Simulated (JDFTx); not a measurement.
# Si2W (I4/mmm) in JDFTx: equation of state

How stiff is Si2W in PBE, and what volume does it want? The cell is scaled to several volumes.

Program: JDFTx 1.7.0 (patched build). These are calculated values, not measurements. Logs are shortened: lines on timing, memory, paths and dates and some standing lists are left out, and cuts for length are marked. The log counts tension as positive stress, the text compression.

## Step 1: Starting point

The structure is tetragonal, space group I4/mmm (No. 139). The conventional cell has a = 3.214 Å, b = 3.214 Å, c = 7.830 Å, α = 90.00°, β = 90.00°, γ = 90.00°. W (site symmetry 4/mmm) is surrounded by 10 Si at 2.62 Å. Around Si (site symmetry 4mm) lie 5 Si at 2.59 to 2.63 Å and 5 W at 2.62 Å.

## Step 2: Equation of state, PBE, 12.67 Å³/atom (volume scaled by 0.94)

Si2W.in

```
lattice \
   -2.9746120688     2.9746120688     2.9746120688 \
    2.9746120688    -2.9746120688     2.9746120688 \
    7.2471575822     7.2471575822    -7.2471575822
coords-type Lattice
ion W      0.0000000000     0.0000000000     0.0000000000 1
ion Si     0.6653000000     0.6653000000     0.0000000000 1
ion Si     0.3347000000     0.3347000000     0.0000000000 1

ion-species pseudo/W.upf
ion-species pseudo/Si.upf
elec-cutoff 37 296
elec-ex-corr gga-PBE
kpoint-folding 12 12 12
elec-smearing Fermi 0.0018374661
elec-n-bands 17
electronic-SCF nIterations 100 energyDiffThreshold 1e-09
electronic-minimize nIterations 30 energyDiffThreshold 1e-7
forces-output-coords Cartesian

dump-name run.$VAR
dump End Ecomponents EigStats BandEigs Kpoints Forces Stress
```

Potentials or basis: PseudoDojo-SR-PBE-0.5-standard.

The run is started by

```
> jdftx -c 1 -i Si2W.in -o Si2W.out
```

The log of the run:

```text
*************** JDFTx 1.7.0 (patched build) ***************

Input parsed successfully to the following command list (including defaults):
[... the input with its defaults ...]

---------- Setting up symmetries ----------

Non-trivial transmission matrix:
[   1   0   0  ]
[   0   1   0  ]
[   1   1   1  ]
with reduced lattice vectors:
[      0.000000      5.949224      2.974612  ]
[      5.949224      0.000000      2.974612  ]
[      0.000000      0.000000     -7.247158  ]

Found 16 point-group symmetries of the bravais lattice
Found 16 space-group symmetries with basis
Applied RMS atom displacement 0 bohrs to make symmetries exact.

---------- Initializing the Grid ----------
R =
[     -2.97461      2.97461      2.97461  ]
[      2.97461     -2.97461      2.97461  ]
[      7.24716      7.24716     -7.24716  ]
unit cell volume = 256.501
G =
[ 2.35973e-17    1.05614   0.433493  ]
[    1.05614 2.35973e-17   0.433493  ]
[    1.05614    1.05614 3.70276e-18  ]
Minimum fftbox size, Smin = [  68  68  68  ]
Chosen fftbox size, S = [  70  70  70  ]

---------- Initializing tighter grid for wavefunction operations ----------
R =
[     -2.97461      2.97461      2.97461  ]
[      2.97461     -2.97461      2.97461  ]
[      7.24716      7.24716     -7.24716  ]
unit cell volume = 256.501
G =
[ 2.35973e-17    1.05614   0.433493  ]
[    1.05614 2.35973e-17   0.433493  ]
[    1.05614    1.05614 3.70276e-18  ]
Minimum fftbox size, Smin = [  48  48  48  ]
Chosen fftbox size, S = [  48  48  48  ]

---------- Exchange Correlation functional ----------
Initalized PBE GGA exchange.
Initalized PBE GGA correlation.

---------- Setting up pseudopotentials ----------
Width of ionic core gaussian charges (only for fluid interactions / plotting) set to 0

Reading pseudopotential file 'pseudo/W.upf':
  'W' pseudopotential, 'PBE' functional
  Generated using ONCVPSP code by D. R. Hamann
  14 valence electrons, 4 orbitals, 8 projectors, 1001 radial grid points, with lMax = 3
    5S    l: 0   occupation:  2.0   eigenvalue: -2.905892
    5P    l: 1   occupation:  6.0   eigenvalue: -1.587650
    5D    l: 2   occupation:  4.0   eigenvalue: -0.164649
    6S    l: 0   occupation:  2.0   eigenvalue: -0.209951
  Core radius for overlap checks: 2.00 bohrs.

Reading pseudopotential file 'pseudo/Si.upf':
  'Si' pseudopotential, 'PBE' functional
  Generated using ONCVPSP code by D. R. Hamann
  4 valence electrons, 2 orbitals, 6 projectors, 1001 radial grid points, with lMax = 2
    3S    l: 0   occupation:  2.0   eigenvalue: -0.397365
    3P    l: 1   occupation:  2.0   eigenvalue: -0.149981
  Core radius for overlap checks: 1.86 bohrs.

Initialized 2 species with 3 total atoms.

Folded 1 k-points by 12x12x12 to 1728 k-points.

---------- Setting up k-points, bands, fillings ----------
Reduced to 163 k-points under symmetry.
Computing the number of bands and number of electrons
Calculating initial fillings.
nElectrons:  22.000000   nBands: 17   nStates: 163

----- Setting up reduced wavefunction bases (one per k-point) -----
average nbasis = 2757.372 , ideal nbasis = 2757.306

---------- Setting up ewald sum ----------
Optimum gaussian width for ewald sums = 2.157131 bohr.
Real space sum over 1573 unit cells with max indices [  5  5  6  ]
Reciprocal space sum over 3375 terms with max indices [  7  7  7  ]

---------- Allocating electronic variables ----------
Initializing wave functions:  linear combination of atomic orbitals
W pseudo-atom occupations:   s ( 2 2 )  p ( 6 )  d ( 4 )
Si pseudo-atom occupations:   s ( 2 )  p ( 2 )
	FillingsUpdate:  mu: +0.724068129  nElectrons: 22.000000
LCAOMinimize: Iter:   0  F: -76.7837312810755748  |grad|_K:  1.130e-03  alpha:  1.000e+00
	FillingsUpdate:  mu: +0.696300458  nElectrons: 22.000000
LCAOMinimize: Iter:   1  F: -76.7947977763840299  |grad|_K:  5.503e-05  alpha:  2.969e-01  linmin:  1.962e-02  cgtest: -8.184e-02
	FillingsUpdate:  mu: +0.696155476  nElectrons: 22.000000
LCAOMinimize: Iter:   2  F: -76.7948637666919893  |grad|_K:  7.591e-06  alpha:  7.499e-01  linmin:  2.854e-02  cgtest:  4.308e-02
	FillingsUpdate:  mu: +0.696382415  nElectrons: 22.000000
LCAOMinimize: Iter:   3  F: -76.7948643726940929  |grad|_K:  2.724e-06  alpha:  3.600e-01  linmin:  1.176e-04  cgtest:  1.875e-02
	FillingsUpdate:  mu: +0.696344444  nElectrons: 22.000000
LCAOMinimize: Iter:   4  F: -76.7948645200449249  |grad|_K:  2.588e-07  alpha:  6.750e-01  linmin: -1.410e-03  cgtest: -1.195e-02
LCAOMinimize: Converged (|Delta F|<1.000000e-06 for 2 iters).

-------- Electronic minimization -----------
Will mix electronic density at each iteration.
	FillingsUpdate:  mu: +0.696344444  nElectrons: 22.000000
	FillingsUpdate:  mu: +0.673354330  nElectrons: 22.000000
SCF: Cycle:  0   F: -76.957316055848466   dF: -1.625e-01   |Residual|: 1.065e-01   |deigs|: 3.792e-02
	FillingsUpdate:  mu: +0.661135077  nElectrons: 22.000000
SCF: Cycle:  1   F: -76.972342583572825   dF: -1.503e-02   |Residual|: 4.080e-02   |deigs|: 2.239e-02
	FillingsUpdate:  mu: +0.660699694  nElectrons: 22.000000
SCF: Cycle:  2   F: -76.973149088758490   dF: -8.065e-04   |Residual|: 1.748e-02   |deigs|: 2.741e-03
	FillingsUpdate:  mu: +0.660277730  nElectrons: 22.000000
SCF: Cycle:  3   F: -76.973252146264500   dF: -1.031e-04   |Residual|: 2.780e-03   |deigs|: 1.389e-03
	FillingsUpdate:  mu: +0.660143044  nElectrons: 22.000000
SCF: Cycle:  4   F: -76.973258202841606   dF: -6.057e-06   |Residual|: 4.732e-04   |deigs|: 4.215e-04
	FillingsUpdate:  mu: +0.660202657  nElectrons: 22.000000
SCF: Cycle:  5   F: -76.973259296197170   dF: -1.093e-06   |Residual|: 1.232e-04   |deigs|: 3.355e-04
	FillingsUpdate:  mu: +0.660197192  nElectrons: 22.000000
SCF: Cycle:  6   F: -76.973259628522172   dF: -3.323e-07   |Residual|: 3.769e-05   |deigs|: 4.622e-04
	FillingsUpdate:  mu: +0.660195626  nElectrons: 22.000000
SCF: Cycle:  7   F: -76.973259739288466   dF: -1.108e-07   |Residual|: 1.977e-05   |deigs|: 1.368e-04
	FillingsUpdate:  mu: +0.660197221  nElectrons: 22.000000
SCF: Cycle:  8   F: -76.973259776972171   dF: -3.768e-08   |Residual|: 5.715e-06   |deigs|: 9.068e-05
	FillingsUpdate:  mu: +0.660197353  nElectrons: 22.000000
SCF: Cycle:  9   F: -76.973259790499839   dF: -1.353e-08   |Residual|: 4.117e-06   |deigs|: 9.919e-05
	FillingsUpdate:  mu: +0.660197937  nElectrons: 22.000000
SCF: Cycle: 10   F: -76.973259795387733   dF: -4.888e-09   |Residual|: 8.619e-07   |deigs|: 8.138e-05
	FillingsUpdate:  mu: +0.660197964  nElectrons: 22.000000
SCF: Cycle: 11   F: -76.973259797074050   dF: -1.686e-09   |Residual|: 8.553e-07   |deigs|: 4.875e-05
	FillingsUpdate:  mu: +0.660197968  nElectrons: 22.000000
SCF: Cycle: 12   F: -76.973259797743168   dF: -6.691e-10   |Residual|: 1.029e-06   |deigs|: 5.312e-05
	FillingsUpdate:  mu: +0.660197901  nElectrons: 22.000000
SCF: Cycle: 13   F: -76.973259797961887   dF: -2.187e-10   |Residual|: 2.859e-06   |deigs|: 4.183e-05
SCF: Converged (|Delta E|<1.000000e-09 for 2 iters).

Setting wave functions to eigenvectors of Hamiltonian

# Stress tensor in Cartesian coordinates [Eh/a0^3]:
[ -0.000646022            0            0  ]
[            0 -0.000646022            0  ]
[            0            0  -0.00074272  ]

# Ionic positions in lattice coordinates:
ion W   0.000000000000000   0.000000000000000   0.000000000000000 1
ion Si   0.665300000000000   0.665300000000000   0.000000000000000 1
ion Si   0.334700000000000   0.334700000000000   0.000000000000000 1

# Forces in Cartesian coordinates:
force W   0.000000000000000   0.000000000000000   0.000000000000000 1
force Si   0.000000000000000   0.000000000000000   0.005051415127132 1
force Si   0.000000000000000   0.000000000000000  -0.005051415127132 1

# Energy components:
   Eewald =      -63.9439254723572006
       EH =       13.3808753413732564
     Eloc =      -51.5476457524943257
      Enl =       13.6761293776648447
      Exc =      -19.9508121228290030
 Exc_core =        7.3729335930561790
       KE =       24.0392498300575284
-------------------------------------
     Etot =      -76.9731952055287252
       TS =        0.0000645924331659
-------------------------------------
        F =      -76.9732597979618873

IonicMinimize: Iter:   0  F: -76.973259797961887  |grad|_K:  2.381e-03
IonicMinimize: None of the convergence criteria satisfied after 0 iterations.

#--- Lowdin population analysis ---
# oxidation-state W -0.019
# oxidation-state Si +0.124 +0.124

Dumping 'run.eigStats' ...
	eMin: -2.050730 at state 0 ( [ +0.000000 +0.000000 +0.000000 ] spin 0 )
	HOMO: +0.658098 at state 150 ( [ +0.333333 +0.416667 -0.416667 ] spin 0 )
	mu  : +0.660198
	LUMO: +0.660943 at state 152 ( [ +0.333333 +0.500000 -0.416667 ] spin 0 )
	eMax: +0.983361 at state 147 ( [ +0.250000 -0.250000 +0.416667 ] spin 0 )
	HOMO-LUMO gap: +0.002845
	Optical gap  : +0.016793 at state 152 ( [ +0.333333 +0.500000 -0.416667 ] spin 0 )
Done!
```

It took 4.7 min on 1 thread of Intel Xeon 6975P-C (Granite Rapids), shared host; peak memory 0.68 GiB.

Results:

- Free energy: -2094.5491 eV
- Pressure: 20.0 GPa
- Largest force: 0.260 eV/Å
- Band gap on the k mesh: none (metal or under the smearing width)

## Step 3: Equation of state, PBE, 12.94 Å³/atom (volume scaled by 0.96)

Changes to Si2W.in since step 2:

```diff
@@ -1,5 +1,5 @@
 lattice \
-   -2.9746120688     2.9746120688     2.9746120688 \
-    2.9746120688    -2.9746120688     2.9746120688 \
-    7.2471575822     7.2471575822    -7.2471575822
+   -2.9955607313     2.9955607313     2.9955607313 \
+    2.9955607313    -2.9955607313     2.9955607313 \
+    7.2981955848     7.2981955848    -7.2981955848
 coords-type Lattice
@@ -21,2 +21,2 @@
 dump-name run.$VAR
-dump End Ecomponents EigStats BandEigs Kpoints Forces Stress
+dump End Ecomponents EigStats BandEigs Kpoints Forces Stress ElecDensity Dtot KEdensity
```

Potentials or basis: PseudoDojo-SR-PBE-0.5-standard.

The run is started by

```
> jdftx -c 1 -i Si2W.in -o Si2W.out
```

Run time: 4.9 min. Hardware: 1 thread of Intel Xeon 6975P-C (Granite Rapids), shared host; peak memory 0.69 GiB.

It converged, with:

| Item | Value |
| --- | --- |
| Free energy | -2094.6342 eV |
| Pressure | 13.8 GPa |
| Largest force | 0.195 eV/Å |
| Band gap on the k mesh | none (metal or under the smearing width) |

## Step 4: Equation of state, PBE, 13.21 Å³/atom (volume scaled by 0.98)

Changes to Si2W.in since step 3:

```diff
@@ -1,5 +1,5 @@
 lattice \
-   -2.9955607313     2.9955607313     2.9955607313 \
-    2.9955607313    -2.9955607313     2.9955607313 \
-    7.2981955848     7.2981955848    -7.2981955848
+   -3.0162204237     3.0162204237     3.0162204237 \
+    3.0162204237    -3.0162204237     3.0162204237 \
+    7.3485295587     7.3485295587    -7.3485295587
 coords-type Lattice
```

The run is started by

```
> jdftx -c 1 -i Si2W.in -o Si2W.out
```

Run time: 4.9 min. Hardware: 1 thread of Intel Xeon 6975P-C (Granite Rapids), shared host; peak memory 0.71 GiB.

Results (log left out):

| Property | Result |
| --- | --- |
| Free energy | -2094.6900 eV |
| Pressure | 8.3 GPa |
| Largest force | 0.135 eV/Å |
| Band gap on the k mesh | none (metal or under the smearing width) |

## Step 5: Equation of state, PBE, 13.48 Å³/atom

Changes to Si2W.in since step 4:

```diff
@@ -1,5 +1,5 @@
 lattice \
-   -3.0162204237     3.0162204237     3.0162204237 \
-    3.0162204237    -3.0162204237     3.0162204237 \
-    7.3485295587     7.3485295587    -7.3485295587
+   -3.0366009097     3.0366009097     3.0366009097 \
+    3.0366009097    -3.0366009097     3.0366009097 \
+    7.3981832916     7.3981832916    -7.3981832916
 coords-type Lattice
```

The run is started by

```
> jdftx -c 1 -i Si2W.in -o Si2W.out
```

Wall time 4.9 min (1 thread of Intel Xeon 6975P-C (Granite Rapids), shared host); peak memory 0.72 GiB.

The run converged. Its results:

| Property | Result |
| --- | --- |
| Free energy | -2094.7193 eV |
| Pressure | 3.3 GPa |
| Largest force | 0.078 eV/Å |
| Band gap on the k mesh | none (metal or under the smearing width) |

## Step 6: Equation of state, PBE, 13.75 Å³/atom (volume scaled by 1.02)

Changes to Si2W.in since step 5:

```diff
@@ -1,5 +1,5 @@
 lattice \
-   -3.0366009097     3.0366009097     3.0366009097 \
-    3.0366009097    -3.0366009097     3.0366009097 \
-    7.3981832916     7.3981832916    -7.3981832916
+   -3.0567114356     3.0567114356     3.0567114356 \
+    3.0567114356    -3.0567114356     3.0567114356 \
+    7.4471793108     7.4471793108    -7.4471793108
 coords-type Lattice
```

Potentials or basis: PseudoDojo-SR-PBE-0.5-standard.

The run is started by

```
> jdftx -c 1 -i Si2W.in -o Si2W.out
```

Wall time 5.2 min (1 thread of Intel Xeon 6975P-C (Granite Rapids), shared host); peak memory 0.73 GiB.

Results (log left out):

```
Free energy            : -2094.7248 eV
Pressure               : -1.1 GPa
Largest force          : 0.025 eV/Å
Band gap on the k mesh : none (metal or under the smearing width)
```

## Step 7: Equation of state, PBE, 14.02 Å³/atom (volume scaled by 1.04)

Changes to Si2W.in since step 6:

```diff
@@ -1,5 +1,5 @@
 lattice \
-   -3.0567114356     3.0567114356     3.0567114356 \
-    3.0567114356    -3.0567114356     3.0567114356 \
-    7.4471793108     7.4471793108    -7.4471793108
+   -3.0765607673     3.0765607673     3.0765607673 \
+    3.0765607673    -3.0765607673     3.0765607673 \
+    7.4955389731     7.4955389731    -7.4955389731
 coords-type Lattice
```

The run is started by

```
> jdftx -c 1 -i Si2W.in -o Si2W.out
```

Run time: 5.1 min. Hardware: 1 thread of Intel Xeon 6975P-C (Granite Rapids), shared host; peak memory 0.75 GiB.

Results (log left out):

```yaml
Free_energy: -2094.7089 eV
Pressure: -5.1 GPa
Largest_force: 0.026 eV/Å
Band_gap_on_the_k_mesh: none (metal or under the smearing width)
```

## Step 8: Equation of state, PBE, 14.29 Å³/atom (volume scaled by 1.06)

Changes to Si2W.in since step 7:

```diff
@@ -1,5 +1,5 @@
 lattice \
-   -3.0765607673     3.0765607673     3.0765607673 \
-    3.0765607673    -3.0765607673     3.0765607673 \
-    7.4955389731     7.4955389731    -7.4955389731
+   -3.0961572242     3.0961572242     3.0961572242 \
+    3.0961572242    -3.0961572242     3.0961572242 \
+    7.5432825467     7.5432825467    -7.5432825467
 coords-type Lattice
```

The run is started by

```
> jdftx -c 1 -i Si2W.in -o Si2W.out
```

It took 5.2 min on 1 thread of Intel Xeon 6975P-C (Granite Rapids), shared host; peak memory 0.75 GiB.

It converged, with:

* Free energy: -2094.6738 eV
* Pressure: -8.7 GPa
* Largest force: 0.074 eV/Å
* Band gap on the k mesh: none (metal or under the smearing width)

## Step 9: Equation of state, PBE

Potentials or basis: PseudoDojo-SR-PBE-0.5-standard.

No new run: the results of the series are fitted here.

Results:

| Item | Value |
| --- | --- |
| Equilibrium volume | 13.68 Å³/atom |
| Bulk modulus at fixed shape and positions | 221 GPa |
| Pressure derivative of the bulk modulus | 4.4 |

Energy against volume, from the lowest point:
```tsv
volume (Å³/atom)	energy (meV/atom)
12.670	58.56
12.939	30.18
13.209	11.60
13.479	1.84
13.748	0.00
14.018	5.29
14.287	16.98
```

Caveat: the cell was scaled at fixed shape and fractional positions, which overstates the stiffness of a crystal with free parameters, most of all of layers and chains.
